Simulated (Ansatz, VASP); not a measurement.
# Two plane-wave programs on Sc

```
CELL_PARAMETERS angstrom
-1.79007 1.79007 1.79007
1.79007 -1.79007 1.79007
1.79007 1.79007 -1.79007
ATOMIC_POSITIONS crystal
Sc 0.00000 0.00000 0.00000
```

Alike in both runs: task single point; functional PBE; k mesh 14 × 14 × 14; occupations fermi-dirac, width 0.1 eV; no spin polarisation.

```csv
,VASP,Ansatz
version,VASP 6.6.1,Ansatz 0.2.0
potentials or method,"VASP PAW PBE potentials, release 64 (Sc_sv)","plane waves (420 eV) with PAW, scalar-relativistic"
plane-wave cutoff (eV),520,420
valence electrons in the cell,11,11
```

```csv
,VASP,Ansatz,Ansatz less VASP
pressure (GPa),5.1,5.0,-0.05
```
